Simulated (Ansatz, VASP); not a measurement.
# Ce3Hf3Zr3Ti4Sn3O32 (random fluorite-type (Ti, Ce, Zr, Sn, Hf)O solid solution) in two plane-wave programs, part 2 of 2

One calculation is typed for both programs; each brings its own data sets. How far apart do they land? Of the first pair: The structure shown is the start of the Ansatz relaxation below; VASP solves that cell, so the two are compared at the walk's first step.

VASP 6.6.1 and Ansatz 0.2.0.

So far. Step 4 (Differences): The forces differ by 48 meV/Å r.m.s., which is 5.5 % of the r.m.s. force of 0.876 eV/Å (both taken over all components). Moments aren't recorded for both runs of this pair, so they may hold unlike magnetic states.

In doubt: a part-filled 4f shell, where there is one, can sit in one of many states (step 5), so energies may not be the lowest and differences between runs may mislead; derivatives with an open 4f shell can jump between states (step 5), which bears on forces and vibrations.

**5. Ansatz: relaxation, PBE**

Level of this step: Ansatz beside VASP: Kohn-Sham DFT, plane waves, PBE (Ansatz).

This run makes the geometry at which the two programs are then compared. The cell compared in this pair holds 1148.67 Å³, against 1054.98 Å³ for the pair before.

The structure compared here is the end of the Ansatz relaxation.

Input file input.yaml:

```yaml
crystal:
  lattice:
    - [10.18, 0.0, 0.0]
    - [0.0, 10.18, 0.0]
    - [0.0, 0.0, 10.18]
  atoms:
    - { symbol: Ce, position: [0.99713, 0.00119, 0.00097], spin: -1.0 }
    - { symbol: O, position: [0.12647, 0.12381, 0.12283] }
    - { symbol: O, position: [0.37228, 0.37684, 0.37714] }
    - { symbol: Hf, position: [0.99696, 0.25029, 0.25087] }
    - { symbol: O, position: [0.12357, 0.37422, 0.37675] }
    - { symbol: O, position: [0.37398, 0.12197, 0.12793] }
    - { symbol: Ti, position: [0.24879, 0.99836, 0.25103] }
    - { symbol: O, position: [0.37536, 0.12271, 0.37394] }
    - { symbol: O, position: [0.12274, 0.37347, 0.12807] }
    - { symbol: Hf, position: [0.25011, 0.25056, 0.99869] }
    - { symbol: O, position: [0.37794, 0.37396, 0.12844] }
    - { symbol: O, position: [0.12453, 0.12595, 0.37499] }
    - { symbol: Hf, position: [0.99921, 0.00078, 0.50004] }
    - { symbol: O, position: [0.12591, 0.12736, 0.62594] }
    - { symbol: O, position: [0.37308, 0.37592, 0.87401] }
    - { symbol: Ce, position: [0.99926, 0.25071, 0.75034], spin: 1.0 }
    - { symbol: O, position: [0.12646, 0.36947, 0.87177] }
    - { symbol: O, position: [0.37373, 0.12218, 0.62662] }
    - { symbol: Sn, position: [0.25046, 0.00148, 0.74929] }
    - { symbol: O, position: [0.37554, 0.1252, 0.87347] }
    - { symbol: O, position: [0.12169, 0.37333, 0.62884] }
    - { symbol: Hf, position: [0.25045, 0.25069, 0.50081] }
    - { symbol: O, position: [0.37391, 0.37766, 0.62278] }
    - { symbol: O, position: [0.12774, 0.12479, 0.876] }
    - { symbol: Sn, position: [0.99611, 0.50096, 0.00197] }
    - { symbol: O, position: [0.12335, 0.62886, 0.12531] }
    - { symbol: O, position: [0.37444, 0.8734, 0.37441] }
    - { symbol: Hf, position: [0.99783, 0.74647, 0.24661] }
    - { symbol: O, position: [0.12786, 0.8732, 0.37807] }
    - { symbol: O, position: [0.37263, 0.62508, 0.12557] }
[... 60 atom lines left out ...]
    - { symbol: Ce, position: [0.75131, 0.50073, 0.75417], spin: 1.0 }
    - { symbol: O, position: [0.87427, 0.62481, 0.8723] }
    - { symbol: O, position: [0.62625, 0.87452, 0.62536] }
    - { symbol: Zr, position: [0.74824, 0.74968, 0.49802] }
    - { symbol: O, position: [0.87276, 0.87637, 0.62286] }
    - { symbol: O, position: [0.62615, 0.62768, 0.87551] }
magnetization:
  spin_polarized: true
kpoints:
  mp_grid: { grid: [1, 1, 1] }
hamiltonian:
  xc: pbe
scf:
  occupations: { method: fermi_dirac, width: 0.025 }
  lower_state_search: "off"
output:
  forces: true
relax:
  f_tol: 0.05
  max_steps: 150
  cell: {}
```

The run is started by

```
> ansatz run input.yaml --threads 4 --pin off --max-ram 8192MiB --backend cpu --events-out ev --progress --plain --runs-dir out
```

Numbers of over 12 decimals in the logs are rounded to 6 here.

Log:

```text
[...]
Crystal: 96 atoms, lattice volume = 1054.978 Å³
Basis set: ecut = 420 eV, 20479 PW (Γ), exchange–correlation on 144×144×144 points (8 copies of the dense FFT grid, shifted against one another)
Bands: 531, of which v1, the nominal top of the filled ones, is band 432 counted from 1 (431 counted from 0)
Symmetry: 1 space group operations
[...]
k-points: 1
[...]
Starting moments: Σ|m| = 6 μB on 6 of 96 sites
[...]
- { symbol: Zr, position: [0.752963, 0.751103, 0.990273] }
[...]
- { symbol: Sn, position: [0.482407, 0.530615, 0.510227] }
[...]
- { symbol: Ti, position: [0.503494, 0.727262, 0.777063] }
[...]
- { symbol: Ce, position: [0.733190, 0.486511, 0.729338] }
    - { symbol: O, position: [0.890215, 0.651752, 0.838030] }
    - { symbol: O, position: [0.628002, 0.909789, 0.583551] }
    - { symbol: Zr, position: [0.743303, 0.745533, 0.489263] }
    - { symbol: O, position: [0.858636, 0.824590, 0.635945] }
    - { symbol: O, position: [0.625305, 0.601162, 0.881711] }
[key lines of the parts left out:]
P = ⅓ Tr σ = 0.0038 GPa (0.038 kbar)
```

**6. VASP: single point, PBE, relaxed cell, pair 2**

The same cell, functional, mesh and smearing now go to VASP, with its own data sets.

Input file INCAR:

```
SYSTEM = Ce3Hf3Zr3Ti4Sn3O32
PREC = Accurate
ENCUT = 600
EDIFF = 1E-06
NELM = 200
ISMEAR = -1
SIGMA = 0.025
LREAL = Auto
ALGO = Normal
GGA = PE
NBANDS = 456
ISPIN = 2
MAGMOM = -0 -0 0 -0 0 -0 -0 -0 -0 -0 0 0 -0 0 0 -0 0 0 0 0 -0 -0 -0 -0 0 0 -0 -0 -0 0 0 0 -0 -0 0 0 -0 0 -0 -0 -0 -0 0 0 -0 0 -0 0 -0 -0 0 0 0 -0 0 -0 -0 -0 -0 0 0 0 0 0 -0 0 -0 0 0 -0 0 -0 0 -0 0 0 0 0 -0 -0 -0 0 -0 0 0 -0 -0 0 -0 -0 -0 -0 -0 0 -0 0
LASPH = .TRUE.
LMAXMIX = 6
AMIX = 0.2
BMIX = 1E-04
AMIX_MAG = 0.8
BMIX_MAG = 1E-04
LORBIT = 11
LWAVE = .FALSE.
LCHARG = .FALSE.
ISIF = 2
GGA_COMPAT = .FALSE.
NCORE = 2
```

Input file POSCAR:

```
Ce3Hf3Zr3Ti4Sn3O32
1.0
   10.2102810000      0.0070130000      0.0422990000
    0.0070130000     10.8803720000     -0.0092770000
    0.0422990000     -0.0092770000     10.3400560000
Ce O Hf Ti Sn Zr
6 64 6 8 6 6
Direct
    0.0005400000      0.0035800000      0.0018400000
    0.9919300000      0.2397500000      0.7311500000
    0.5028900000      0.2542400000      0.2635500000
    0.7421100000      0.2474400000      0.9967300000
    0.7679300000      0.5032000000      0.2485400000
    0.7331900000      0.4865100000      0.7293400000
    0.1039900000      0.1814700000      0.0908200000
    0.3750200000      0.4156200000      0.3962000000
    0.1656600000      0.3244500000      0.3211000000
    0.3672500000      0.0809500000      0.1715700000
    0.4165900000      0.1750300000      0.4428000000
    0.1208800000      0.4330100000      0.0958400000
    0.3598500000      0.3544100000      0.1246600000
    0.1724900000      0.0894200000      0.3665900000
    0.1183000000      0.1556300000      0.5906400000
    0.3631000000      0.4305100000      0.8785100000
    0.1240900000      0.3628300000      0.8512500000
    0.4019600000      0.0663700000      0.6743000000
    0.3895000000      0.1762300000      0.9146300000
    0.1076500000      0.4203500000      0.5852000000
    0.3224500000      0.3141300000      0.6642400000
    0.1386000000      0.1047400000      0.8529100000
    0.1442200000      0.6940800000      0.1014100000
    0.3723000000      0.9286500000      0.4435600000
    0.1369700000      0.8469700000      0.3901100000
    0.3950200000      0.5862200000      0.1736600000
    0.3975100000      0.6832900000      0.4145100000
    0.1279400000      0.9279200000      0.1624100000
    0.3935700000      0.8422200000      0.1990900000
    0.1329700000      0.6016500000      0.3574000000
[... 60 atom lines left out ...]
    0.2520800000      0.7586100000      0.5305500000
    0.4892800000      0.0159400000      0.0127800000
    0.7384800000      0.9851600000      0.7383600000
    0.4947600000      0.5120400000      0.0148000000
    0.7529600000      0.7511000000      0.9902700000
    0.7433000000      0.7455300000      0.4892600000
```

Input file KPOINTS:

```
Automatic mesh
0
Gamma
1 1 1
0 0 0
```

The projector-augmented-wave data sets are Ce, O, Hf_pv, Ti_sv, Sn_d and Zr_sv (PBE family, release 64).

The run is started by

```
> mpirun -np 8 vasp_gam
```

Log:

```text
[... set-up lines as in an earlier step ...]
 entering main loop
       N       E                     dE             d eps       ncg     rms          rms(c)
DAV:   1     0.195791119318E+05    0.19579E+05   -0.38473E+05  1824   0.262E+03
DAV:   2     0.457251580946E+04   -0.15007E+05   -0.14351E+05  1824   0.839E+02
DAV:   3     0.329027220072E+03   -0.42435E+04   -0.38122E+04  1872   0.372E+02
DAV:   4    -0.854737593516E+03   -0.11838E+04   -0.10189E+04  2312   0.168E+02
[...]
DAV:  26    -0.832565302190E+03   -0.11790E-04   -0.30919E-05  2432   0.177E-02    0.434E-02
DAV:  27    -0.832565296561E+03    0.56285E-05   -0.18324E-05  2400   0.171E-02    0.208E-02
DAV:  28    -0.832565297498E+03   -0.93647E-06   -0.65613E-06  2144   0.521E-03
   1 F= -.83256530E+03 E0= -.83256530E+03  d E =-.242507E-12  mag=    -0.0000
```

Parts of OUTCAR (step 6):

```text
  Total       -2.5868160     -3.3298339     -2.5609476     -0.1153862     -0.0631095      0.0490759
  in kB       -3.6081093     -4.6444759     -3.5720278     -0.1609415     -0.0880256      0.0684515
  external PRESSURE =      -3.9415376 kB  Pullay stress =       0.0000000 kB

 POSITION                                       TOTAL-FORCE (eV/Angst)
 -----------------------------------------------------------------------------------
      0.00562      0.03894      0.01902         0.010250      0.005395      0.003525
     10.16049      2.60874      7.59987         0.010072      0.001627      0.021617
      5.14758      2.76731      2.74403        -0.026287      0.014442      0.009412
      7.62105      2.68820     10.33534         0.017066      0.004845      0.001663
      7.85482      5.47808      2.59773        -0.007003     -0.013107     -0.006233
[...]
4        2.027   5.809   0.961   0.969   9.765
    5        2.023   5.815   0.880   0.935   9.652
    6        2.027   5.811   0.907   0.948   9.693
    7        1.564   3.521   0.000   0.000   5.085
    8        1.560   3.469   0.000   0.000   5.028
    9        1.564   3.557   0.000   0.000   5.121
   10        1.569   3.466   0.000   0.000   5.035
   11        1.568   3.510   0.000   0.000   5.078
[...]
--------------------------------------------------
tot        150.365 389.930  98.252   5.695 644.242

 magnetization (x)
# of ion       s       p       d       f       tot
--------------------------------------------------
    1        0.000   0.000   0.000  -0.000   0.000
    2        0.000   0.000  -0.000  -0.000   0.000
    3       -0.000   0.000  -0.000  -0.000  -0.000
    4       -0.000   0.000  -0.000  -0.000  -0.000
    5        0.000  -0.000  -0.000  -0.000  -0.000
    6        0.000   0.000   0.000  -0.000   0.000
    7       -0.000   0.000   0.000   0.000   0.000
    8        0.000   0.000   0.000   0.000   0.000
    9        0.000   0.000   0.000   0.000   0.000
   10        0.000   0.000   0.000   0.000   0.000
   11       -0.000   0.000   0.000   0.000   0.000
   12       -0.000  -0.000   0.000   0.000  -0.000
   13        0.000   0.000   0.000   0.000   0.000
[...]
--------------------------------------------------
tot          0.000   0.000  -0.000  -0.000   0.000

[... 1 part as in an earlier step ...]

[... 2 further parts left out ...]
[key lines of the parts left out:]
E-fermi :   5.4832
```

The run ends at a pressure of -0.39 GPa, with forces up to 0.23 eV/Å.

**7. Comparison**

What differs besides the data sets and the points named for the pairs above, as far as they apply: the data sets hold 864 valence electrons in Ansatz (on its default PAW (the set named soft_2) files) and 768 in VASP; the cutoff is 420 eV in Ansatz and 600 eV in VASP (PREC = Accurate, projectors in real space). Total energies have different zeros and are not compared.

Compared:

```csv
quantity,Ansatz,VASP,difference
pressure (GPa),0.00,-0.39,+0.40
```

Forces on 7 of the 96 atoms, those with the largest forces and the largest differences (eV/Å; atoms numbered as in POSCAR):

```csv
atom,"Ansatz x, y, z","VASP x, y, z"
O9,"0.001, 0.000, 0.003","-0.078, -0.133, 0.083"
O14,"-0.002, -0.001, 0.000","-0.107, 0.042, 0.133"
O15,"-0.001, 0.003, 0.002","0.063, -0.024, -0.161"
O21,"-0.001, -0.004, 0.002","0.078, -0.132, -0.082"
O23,"0.003, 0.001, -0.006","-0.126, 0.017, 0.186"
O36,"-0.001, 0.002, -0.005","-0.097, 0.057, -0.129"
O47,"-0.003, 0.001, -0.002","-0.112, 0.062, 0.116"
```

The forces differ by 54 meV/Å r.m.s., where the r.m.s. force is 0.004 eV/Å in Ansatz and 0.053 eV/Å in VASP: the atoms lie near their places of rest in Ansatz, so a percentage would say little (all taken over all components). VASP's last cycles still show a density residual of 2e-03, so its state may not be settled.

**8. Results**

```json
{
  "r.m.s. force difference (single point, PBE, start cell, pair 1)": "5.5 % of the r.m.s. force",
  "r.m.s. force difference (single point, PBE, relaxed cell, pair 2)": "54 meV/Å"
}
```

In words: The r.m.s. force difference is 54 meV/Å (single point, PBE, relaxed cell, pair 2), beyond the 12 meV/Å picked in this series as the mark of a large difference. The data sets hold unlike numbers of valence electrons (864 in Ansatz and 768 in VASP), so part of the differences comes from the potentials. What causes the difference of the single point, PBE, start cell, pair 1 pair stays open here. What causes the difference of the single point, PBE, relaxed cell, pair 2 pair stays open here. How closely two codes agree says nothing of how well the functional describes the real material.

[Lines on the potential files, build, host, timing and source positions are cut from VASP's logs without a mark.]

[Logs are printed without paths, hosts, clocks, repeated set-up lines and the standing remarks that a program may print on its own settings, such as how far it seeks lower states.]

[Hosts, paths, dates, database ids (printed as entryN), source tags and the programs' standing remarks are cut or masked in the printed files.]
